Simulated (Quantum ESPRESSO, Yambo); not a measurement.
Planning a run of Quantum ESPRESSO 7.5 on InP (F-43m). The input:

```
&control
  calculation = 'nscf'
  prefix = 'x'
  outdir = 'o'
  pseudo_dir = 'pseudo'
/
&system
  ibrav = 0
  nat = 2
  ntyp = 2
  ecutwfc = 80.0
  nbnd = 510
  force_symmorphic = .true.
  noncolin = .true.
  lspinorb = .true.
/
&electrons
  conv_thr = 1e-9
  electron_maxstep = 80
  diago_full_acc = .true.
  diago_thr_init = 5e-6
/
ATOMIC_SPECIES
  In 114.82 In.upf
  P 30.974 P.upf
CELL_PARAMETERS angstrom
  -0.0000000000 2.9305000000 2.9305000000
  2.9305000000 -0.0000000000 2.9305000000
  2.9305000000 2.9305000000 -0.0000000000
ATOMIC_POSITIONS crystal
  In 0.0000000000 0.0000000000 0.0000000000
  P 0.2500000000 0.2500000000 0.2500000000
K_POINTS automatic
  4 4 4 0 0 0
```

The database entry behind the starting cell differs from later determinations by our own check (0.1 to 0.3 % short, probably kX units), so it need not match the best structure at ambient conditions.

```sh
OMP_NUM_THREADS=1 mpirun -n 4 pw.x -nk 4 -in pw.in > pw.out
```

**Question.** How long will it take on 4 MPI ranks of Arm Neoverse V1, shared host, and how much memory?

It took 2.6 min; on shared hardware allow 79 s to 5.3 min. Peak host memory was 1.7 GiB.

[Paths, hosts, dates, memory and timing lines, banners, echoed tables and standing remarks are left out of the program output.]

[Logs are printed without paths, hosts, clocks, repeated set-up lines and the standing remarks that a program may print on its own settings, such as how far it seeks lower states.]

[Runs of the session that timed out or met a known fault of the program may be left out.]

[Hosts, paths, dates, database ids (printed as entryN), source tags and the programs' standing remarks are cut or masked in the printed files.]
